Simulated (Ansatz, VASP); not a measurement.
## One calculation of BN, two programs

Contents of INCAR:

```
PREC = Accurate ; ENCUT = 520
EDIFF = 1E-6 ; ISMEAR = -1
SIGMA = 0.03 ; LREAL = F
LASPH = T ; NELM = 60
ALGO = Normal ; ISIF = 2
LWAVE = F ; LCHARG = F
GGA = PS ; NBANDS = 11
```

The input KPOINTS:

```
Automatic mesh
0
Gamma
  13 13 13
```

POSCAR

```
BN
1.0
    0.0000000000      1.8075000000      1.7532750000
    1.8075000000      0.0000000000      1.7532750000
    1.8075000000      1.8075000000      0.0000000000
B N
1 1
Direct
    0.0000000000      0.0000000000      0.0000000000
    0.7500000000      0.7500000000      0.7500000000
```

Input for Ansatz:

```yaml
crystal:
  lattice:
    - [0.0, 1.8075, 1.753275]
    - [1.8075, 0.0, 1.753275]
    - [1.8075, 1.8075, 0.0]
  atoms:
    - { symbol: B, position: [0.0, 0.0, 0.0] }
    - { symbol: "N", position: [0.75, 0.75, 0.75] }
kpoints:
  mp_grid: { grid: [13, 13, 13] }
  band_path:
    path:
      - [0.0, 0.0, 0.0]
      - [0.0, 0.5, 0.5]
      - [0.25, 0.75, 0.5]
      - [0.0, 0.5, 0.0]
      - [0.0, 0.0, 0.0]
      - [0.5, 0.5, 0.0]
      - [0.3828515251, 0.6171484749, 0.0]
      - [-0.3828515251, 0.3828515251, 0.0]
      - [0.0, 0.0, 0.0]
    npoints: 5
scf:
  occupations: { method: fermi_dirac, width: 0.03 }
hamiltonian:
  xc: pbesol
  pseudopotentials: { kind: all_electron, lapw: { basis_error: 0.001 } }
output:
  forces: true
  stress: true
  eigenvalues: true
```

Change from the starting cell: zz strain of -3 %.

Alike in both runs: task single point; functional PBEsol; k mesh 13 × 13 × 13; occupations fermi-dirac, width 0.03 eV; no spin polarisation.

```csv
,VASP,Ansatz
version,VASP 6.6.1,Ansatz 0.2.0
potentials or method,"VASP PAW PBE potentials, release 64 (B, N)","all-electron LAPW, scalar-relativistic"
plane-wave cutoff (eV),520,see its input
```

Ansatz gave:

```
gap on the k mesh at the Fermi level (eV)       : 3.86
pressure (GPa)                                  : 9.1
largest component of the traceless stress (GPa) : 12.11
```

**Question.** Estimate VASP's values.

**Answer.** gap on the k mesh at the Fermi level (eV): 3.85; pressure (GPa): 9.8; largest component of the traceless stress (GPa): 12.09.

Ansatz ran all-electron here, so the differences hold the error of VASP's frozen core and of both bases.

Caveats: the PAW data sets were made with another functional, which shifts forces and pressure a little (VASP); an odd mesh through Γ misses points on the zone boundary, where band edges often lie.
